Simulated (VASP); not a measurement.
A run of VASP 6.6.1 is set up as follows.

File INCAR:

```
SYSTEM = InAs
ALGO = Normal
EDIFF = 1E-7
EDIFFG = -0.002
ENCUT = 520
GGA = PE
IBRION = 2
ISIF = 3
ISMEAR = 0
IVDW = 12
LASPH = .True.
LCHARG = .False.
LREAL = .False.
LWAVE = .False.
NELM = 80
NSW = 80
PREC = Accurate
SIGMA = 0.02
```

Contents of KPOINTS:

```
k-points
0
Gamma
  10 10 10
  0 0 0
```

POSCAR

```
InAs                                    
1.0
    0.0000000000      3.0565497271      3.0565497271
    3.0565497271      0.0000000000      3.0565497271
    3.0565497271      3.0565497271     -0.0000000000
  In              As            
     1     1
Direct
     0.0000000000000000    0.0000000000000000    0.0000000000000000
     0.2500000000000000    0.2500000000000000    0.2500000000000000
```

Potentials or basis: VASP PAW PBE potentials, release 64 (In_d, As).

The run is started by

```bash
$ cat potpaw_PBE.64/In_d/POTCAR potpaw_PBE.64/As/POTCAR > POTCAR
$ mpirun -np 1 vasp_std > vasp.out
```

(1) What does it give for the dispersion energy per atom?

(2) What does it give for the band gap on the k mesh?

Answers

(1) -0.312 eV.

(2) none (metal or under the smearing width).

Caveat: the relaxation stopped at its first step, so nothing moved; this crystal is a semiconductor, whose small gap the functional closes, so the metal is an error of the method.
